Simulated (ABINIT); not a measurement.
Zn:

```
Zn
1.0
     2.67000    0.00000    0.00000
    -1.33500    2.31229    0.00000
     0.00000    0.00000    4.96600
Zn
2
Cartesian
  1.3350 0.7708 3.7245
  0.0000 1.5415 1.2415
```

Base run:

- Program: ABINIT 10.8.3 (patched build)
- Functional: PBE
- Potentials or basis: JTH PAW PBE v2.0
- Cutoff: 707 eV
- k mesh: 11 × 11 × 6
- Occupations: fermi-dirac, width 0.05 eV
- Spin: no spin polarisation

Its results: band gap on the k mesh none (metal or under the smearing width); pressure -0.7 GPa.

Question: The run is repeated on the same cell with these changes: functional from PBE to revPBE. What comes out?

Answer: Band gap on the k mesh none (metal or under the smearing width); pressure 1.5 GPa.

revPBE binds less tightly than PBE, so the same cell stands under more pressure.

Caveats: the PAW data sets were made with another functional, which shifts forces and pressure a little (some runs).
